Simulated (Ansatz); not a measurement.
# C5H5N: the cost of one run

Computed with Ansatz 0.2.0 (the levels named in each step, unless a step's input says otherwise).

**1. The starting structure**

Bond lengths: C1–C2 1.388 Å, C2–C3 1.387 Å, C3–N4 1.320 Å, N4–C5 1.324 Å, C1–C6 1.384 Å, C5–C6 1.387 Å, C1–H7 1.081 Å, C2–H8 1.079 Å, C3–H9 1.083 Å, C5–H10 1.083 Å, C6–H11 1.079 Å. Angles (14 of 16 angles, heavy atoms first): C1–C2–C3 118.2°, C2–C1–C6 118.7°, C2–C3–N4 123.4°, C3–N4–C5 118.1°, N4–C5–C6 123.3°, C1–C6–C5 118.3°, C1–C2–H8 121.2°, C3–C2–H8 120.6°, C2–C1–H7 120.7°, C6–C1–H7 120.6°, C2–C3–H9 121.1°, N4–C3–H9 115.4°, N4–C5–H10 115.5°, C6–C5–H10 121.1°.

Coordinates:

```xyz
11

C    -0.4649    1.3211    0.0276
C    -1.3450    0.2638   -0.1557
C    -0.8279   -1.0230   -0.1765
N     0.4550   -1.2935   -0.0261
C     1.2890   -0.2810    0.1500
C     0.8822    1.0446    0.1823
H    -0.8237    2.3403    0.0511
H    -2.4036    0.4333   -0.2786
H    -1.4706   -1.8822   -0.3206
H     2.3307   -0.5499    0.2712
H     1.6006    1.8372    0.3247
```

**2. A rough first relaxation, PBE-D4/def2-SVP**

This run stands in another session on the same molecule. It ended at:

```xyz
11

C    -0.4710    1.3339    0.0279
C    -1.3579    0.2638   -0.1582
C    -0.8361   -1.0407   -0.1775
N     0.4678   -1.3235   -0.0272
C     1.3068   -0.2904    0.1504
C     0.8936    1.0521    0.1862
H    -0.8376    2.3718    0.0495
H    -2.4378    0.4333   -0.2869
H    -1.5114   -1.9040   -0.3224
H     2.3763   -0.5428    0.2723
H     1.6292    1.8572    0.3353
```

**3. Relaxation, PBE0-D4/def2-TZVPP**

This run stands in another session on the same molecule. It ended at:

```xyz
11

C    -0.4662    1.3204    0.0277
C    -1.3426    0.2638   -0.1562
C    -0.8287   -1.0247   -0.1754
N     0.4613   -1.3050   -0.0268
C     1.2911   -0.2826    0.1489
C     0.8816    1.0425    0.1840
H    -0.8271    2.3419    0.0489
H    -2.4050    0.4294   -0.2830
H    -1.4895   -1.8748   -0.3177
H     2.3409   -0.5338    0.2683
H     1.6061    1.8337    0.3307
```

**4. Frequencies, PBE0-D4/def2-TZVPP**

input.yaml reads:

```yaml
crystal:
  periodic: [false, false, false]
  atoms:
    - { symbol: C, position_ang: [-0.4661977, 1.32038945, 0.02773071] }
    - { symbol: C, position_ang: [-1.34255544, 0.26377366, -0.15624211] }
    - { symbol: C, position_ang: [-0.82866436, -1.02471751, -0.17538462] }
    - { symbol: "N", position_ang: [0.46130139, -1.30500181, -0.02677438] }
    - { symbol: C, position_ang: [1.29105034, -0.28259426, 0.14888454] }
    - { symbol: C, position_ang: [0.8816239, 1.04246924, 0.18401374] }
    - { symbol: H, position_ang: [-0.82707215, 2.34189355, 0.04891344] }
    - { symbol: H, position_ang: [-2.40504933, 0.42940006, -0.28299089] }
    - { symbol: H, position_ang: [-1.48946912, -1.87481135, -0.31768221] }
    - { symbol: H, position_ang: [2.34091138, -0.53378305, 0.26829852] }
    - { symbol: H, position_ang: [1.60607107, 1.83371201, 0.33065326] }
basis:
  gaussian: { orbitals: def2-TZVPP }
hamiltonian:
  xc: pbe0
  dispersion: d4
phonons: {}
```

On the command line:

```sh
$ ansatz run input.yaml --threads 4 --pin off --max-ram 10240MiB --backend cpu --events-out ev --progress --plain --runs-dir out
```

Q: Estimate wall time and peak memory on 4 threads of Intel Xeon Platinum 8375C at 2.90GHz (Ice Lake), shared host.

About 2.9 min, with a peak of 0.78 GiB.
